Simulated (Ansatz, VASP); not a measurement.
## One calculation of CaO, two programs

The input POSCAR:

```
CaO
1.0
    0.0000000000      2.4211838567      2.4211838567
    2.4211838567      0.0000000000      2.4211838567
    2.4211838567      2.4211838567      0.0000000000
Ca O
1 1
Direct
    0.0000000000      0.0000000000      0.0000000000
    0.5000000000      0.5000000000      0.5000000000
```

Contents of INCAR.step1:

```
SYSTEM = CaO
PREC = Accurate ; ENCUT = 520
ISMEAR = 0 ; SIGMA = 0.02
LREAL = .FALSE. ; LASPH = .TRUE.
NELM = 60 ; NBANDS = 15
GGA = PE ; ALGO = Normal
EDIFF = 1E-4 ; LWAVE = .TRUE.
LCHARG = .FALSE.
```

File INCAR.step2:

```
SYSTEM = CaO
PREC = Accurate ; ENCUT = 520
EDIFF = 1E-6 ; ISMEAR = 0
SIGMA = 0.02 ; LREAL = .FALSE.
LASPH = .TRUE. ; NELM = 60
ALGO = Normal ; ISIF = 2
LWAVE = .FALSE. ; LCHARG = .TRUE.
METAGGA = R2SCAN ; LMIXTAU = .TRUE.
LELF = .TRUE. ; LVHAR = .TRUE.
NBANDS = 15 ; ISTART = 1
```

File KPOINTS:

```
regular mesh
0
G
  8 8 8
  0 0 0
```

Input for Ansatz:

```yaml
crystal:
  lattice:
    - [0.0, 2.4211838543, 2.4211838543]
    - [2.4211838543, 0.0, 2.4211838543]
    - [2.4211838543, 2.4211838543, 0.0]
  atoms:
    - { symbol: Ca, position: [0.0, 0.0, 0.0] }
    - { symbol: O, position: [0.5, 0.5, 0.5] }
basis:
  ecutwfc: 500
kpoints:
  mp_grid: { grid: [8, 8, 8] }
hamiltonian:
  xc: r2scan
scf:
  occupations: { method: gaussian, width: 0.02 }
output:
  forces: true
  stress: true
  eigenvalues: true
```

Alike in both runs: task single point; functional r2SCAN; k mesh 8 × 8 × 8; occupations gaussian, width 0.02 eV; no spin polarisation.

|  | VASP | Ansatz |
| --- | --- | --- |
| version | VASP 6.6.1 | Ansatz 0.2.0 |
| potentials or method | VASP PAW PBE potentials, release 64 (Ca_sv, O) | scalar-relativistic, plane waves, PAW |
| plane-wave cutoff (eV) | 520 | 500 |
| valence electrons in the cell | 16 | 16 |

|  | VASP | Ansatz | Ansatz less VASP |
| --- | --- | --- | --- |
| gap on the k mesh at the Fermi level (eV) | 4.19 | 4.20 | +0.010 |
| least direct gap on the mesh (eV) | 4.57 | 4.59 | +0.013 |
| pressure (GPa) | -2.3 | -3.2 | -0.92 |

With one functional, cell and mesh, what is left measures potentials, basis and numerics.

Caveats: the PAW data sets were made with another functional, which shifts forces and pressure a little (VASP). r2SCAN opens gaps a little over a GGA but as a rule still falls short of measured ones. A k mesh can miss the band edges.
